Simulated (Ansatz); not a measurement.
Runs of Ansatz 0.2.0 on Cr. It takes space group P6_3/mmc (No. 194, hexagonal). Conventional cell: a = 2.714 Å, b = 2.714 Å, c = 4.410 Å, α = 90.00°, β = 90.00°, γ = 120.00°. Cr (site symmetry -6m2) has 12 Cr at 2.71 Å as nearest neighbours. This isn't the form of Cr at room conditions, which is bcc.

```csv
spin,fixed moment (μB),k mesh,gap on the mesh (eV),pressure (GPa),moment (μB)
"collinear, ferromagnetic start",4.5,9 × 9 × 5,-,-9.1,4.50
"collinear, random start",-,11 × 11 × 6,none,-25.5,1.72
"collinear, ferromagnetic start",9.0,9 × 9 × 5,-,51.1,9.00
"non-collinear, random start",-,8 × 8 × 5,none,-25.1,1.88
off,-,11 × 11 × 6,none,(a),-
```

Alike in all rows: task single point; level PBE; potentials or basis Ansatz PAW; cell as given; cutoff (eV) 420; smearing fermi-dirac 0.05 eV.

Task: Fill in the values left out.

Result: (a) -27.6.

Caveats: the total moment is fixed, so each spin has its own Fermi level (some runs); the thresholds are loose for stress (some runs); the starting moments weren't kept (some runs); a pressure of tens of GPa on the cell as given is suspect, and the run, the potentials or the cell itself is likely at fault (some runs).

A gap of «none» marks a metal or a gap under the smearing width.
